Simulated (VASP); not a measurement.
Runs of VASP 6.6.1 on In. Symmetry: I4/mmm, No. 139, tetragonal system. The conventional cell has a = 3.389 Å, b = 3.389 Å, c = 4.595 Å, α = 90.00°, β = 90.00°, γ = 90.00°. Around In (site symmetry 4/mmm) lie 12 In at 3.32 to 3.39 Å. 

```csv
task,level,potentials or basis,cell,k mesh,cutoff (eV),mesh quality,gap on the mesh (eV),pressure (GPa),relaxed volume (Å³/atom)
relaxation of cell and atoms,PBEsol,"VASP PAW PBE potentials, release 64 (In_d)",relaxed,18 × 18 × 18,600,not flagged,none,0.0,25.61
relaxation of cell and atoms,PBEsol,"VASP PAW PBE potentials, release 64 (In_d)",relaxed,18 × 18 × 18,480,not flagged,none,0.0,25.58
relaxation of cell and atoms,PBEsol,"VASP PAW PBE potentials, release 64 (In_d)",relaxed,18 × 18 × 18,300,not flagged,none,0.0,(b)
relaxation of cell and atoms,PBEsol,"VASP PAW PBE potentials, release 64 (In_d)",relaxed,6 × 6 × 6,600,coarse,none,0.0,25.11
single point,PBEsol,"VASP PAW PBE potentials, release 64 (In_d)",as given,18 × 18 × 18,520,not flagged,none,-1.4,-
relaxation of cell and atoms,PBEsol,"VASP PAW PBE potentials, release 64 (In)",relaxed,18 × 18 × 18,580,not flagged,none,0.0,25.84
relaxation of cell and atoms,LDA,"VASP PAW LDA potentials, release 64 (In_d)",relaxed,18 × 18 × 18,600,not flagged,none,0.0,(c)
relaxation of cell and atoms,RPBE,"VASP PAW PBE potentials, release 64 (In_d)",relaxed,18 × 18 × 18,600,not flagged,none,0.0,(a)
```

Alike in all rows: no spin polarisation; smearing gaussian 0.1 eV.

Fill in the values left out.

(a) 28.76; (b) 25.27; (c) 24.69.

Caveats: some runs use coarse meshes; the PAW data sets were made with another functional, which shifts forces and pressure a little (some runs).

A k mesh can miss the band edges, and the runs leave out spin-orbit coupling on In.

A gap of «none» marks a metal or a gap under the smearing width.

The runs don't all hold the same shells in valence.

Runs at the PBE level aren't shown here.
